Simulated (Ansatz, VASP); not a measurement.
**Two plane-wave programs on As**

INCAR

```
ALGO = Normal
EDIFF = 1E-6
ENCUT = 520
GGA = PE
ISIF = 2
ISMEAR = 0
LASPH = T
LCHARG = T
LELF = T
LREAL = F
LVHAR = T
LWAVE = F
NBANDS = 8
NELM = 100
PREC = Accurate
SIGMA = 0.15
```

File KPOINTS:

```
k-points
0
Gamma
  20 20 20
```

Contents of POSCAR:

```
As
1.0
    2.7036817444      0.0000000000      0.0000000000
    0.0000000000      2.7036817444      0.0000000000
    0.0000000000      0.0000000000      2.7036817444
As
1
Direct
    0.5000000000      0.5000000000      0.5000000000
```

Input for Ansatz:

```yaml
crystal:
  lattice:
    - [2.7036817444, 0.0, 0.0]
    - [0.0, 2.7036817444, 0.0]
    - [0.0, 0.0, 2.7036817444]
  atoms:
    - { symbol: As, position: [0.5, 0.5, 0.5] }
basis:
  ecutwfc: 420
kpoints:
  mp_grid: { grid: [20, 20, 20] }
hamiltonian:
  xc: pbe
scf:
  occupations: { method: gaussian, width: 0.15 }
output:
  forces: true
  stress: true
  eigenvalues: true
```

This isn't the form of As at room conditions, which is rhombohedral.

Alike in both runs: task single point; functional PBE; k mesh 20 × 20 × 20; occupations gaussian, width 0.15 eV; no spin polarisation.

```csv
,VASP,Ansatz
version,VASP 6.6.1,Ansatz 0.2.0
potentials or method,"VASP PAW PBE potentials, release 64 (As)","scalar-relativistic, plane waves, PAW"
plane-wave cutoff (eV),520,420
valence electrons in the cell,5,15
```

|  | VASP | Ansatz | Ansatz less VASP |
| --- | --- | --- | --- |
| gap on the k mesh at the Fermi level (eV) | none | none | - |
| pressure (GPa) | 2.6 | 2.4 | -0.19 |

A gap of «none» marks a metal or a gap that the smearing closes. With one functional, cell and mesh, what is left measures potentials, basis and numerics. The two sets of potentials don't hold the same shells in valence.
